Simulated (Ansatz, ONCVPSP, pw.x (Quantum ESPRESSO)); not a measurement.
# La (bcc): variants of one ONCV potential in the solid

ONCVPSP 4.0.1.1 (patched build) input, shortened (lines: element, Z, core and valence counts, functional; n l f; lmax; l rc ep ncon nbas qcut; lloc lpopt rc5 dvloc0; l nproj debl; icmod fcfact rcfact), PBE, scalar-relativistic:

```
  La 57.00    9    4        4      upf
    1    0    2.00
    2    0    2.00
    2    1    6.00
    3    0    2.00
    3    1    6.00
    3    2   10.00
    4    0    2.00
    4    1    6.00
    4    2   10.00
    5    0    2.00
    5    1    6.00
    5    2    1.00
    6    0    2.00
    3
    0    2.55    0.00    5   10    5.90
    1    2.35    0.00    4    8    5.30
    2    2.85    0.00    4    7    3.50
    3    2.25    0.36    4    7    4.80
    4    5    2.00    0.00
    0    2    3.00
    1    3    2.50
    2    2    0.40
    3    2    3.20
    3    2.00    1.35
```

In the f channel the program set the typed energies aside and used -0.160, 3.040 Ha.

Crystal test: bcc La in pw.x 7.5, no spin, 11³ k-points, Fermi–Dirac smearing 0.01 Ry, cutoffs set for each file from its atomic test. The reference is all-electron LAPW (Ansatz 0.2.0) with the same functional, mesh and smearing; V0 and B0 come from Birch–Murnaghan fits to the pressures at five volumes. Errors are pseudo minus all-electron; Δ is the rms difference of the E(V) curves that follow from these fits, minima aligned, over ±6 % about the mean V0. Mesh and smearing are coarse, so the numbers serve the comparison and aren't converged zero-temperature values; the lattice is a test structure that the element need not adopt.

All-electron: a0 = 4.241 Å (V0 = 38.13 Å³/atom), B0 = 25.4 GPa.

2 further variants are left out: they gave no file fit for a test, a broken result, the same result as the base, or pressures whose basis-set error rivals the error shown.

```csv
change,cutoffs (Ry),pw.x,a0 (Å),a0 error (%),B0 error (%),Δ (meV/atom),mean pressure error (GPa)
base,50/200,converged; energies reset by the program,4.250,+0.23,+2.5,1.5,+0.20
"local potential polynomial inside 2.22 bohr (lpopt 5, dvloc0 0 Ha)",50/200,converged; energies reset by the program,4.251,+0.26,+2.8,1.7,+0.22
"core correction Teter function, fcfact 1.1, rcfact 1.35",50/200,converged; energies reset by the program,4.250,+0.23,+2.5,1.5,+0.20
"local potential polynomial inside 2.00 bohr (lpopt 5, dvloc0 5 Ha)",50/200,converged; energies reset by the program,4.255,+0.34,+3.2,2.3,+0.30
```
